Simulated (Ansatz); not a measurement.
Runs of Ansatz 0.2.0 on Be. It takes space group P6_3/mmc (No. 194, hexagonal). The conventional cell has a = 2.285 Å, b = 2.285 Å, c = 3.584 Å, α = 90.00°, β = 90.00°, γ = 120.00°. Around Be (site symmetry -6m2) lie 12 Be at 2.23 to 2.29 Å. 

```csv
task,level,k mesh,cutoff (eV),smearing,gap on the mesh (eV),pressure (GPa)
phonons,LDA,10 × 10 × 6,156,gaussian 0.05 eV,none,-
single point,LDA,13 × 13 × 8,141,gaussian 0.05 eV,none,-8.3
single point,LDA+D4,13 × 13 × 8,141,gaussian 0.1 eV,none,-10.4
single point,RPBE,13 × 13 × 8,140,gaussian 0.02 eV,-,(a)
```

Alike in all rows: potentials or basis all-electron LAPW, scalar-relativistic; no spin polarisation; cell as given; basis error allowed 0.001 eV/atom.

Q: Fill in the values left out.

A: (a) 0.2.

Caveats: the k mesh is thin for a metal, which can move the energy by tens of meV per atom (some runs); pairwise dispersion overbinds metals, which lowers pressure and volume (some runs); the dispersion damping was fitted for another functional or another form of the correction (some runs).

A gap of «none» marks a metal or a gap under the smearing width.

Runs at the PBE level aren't shown here.
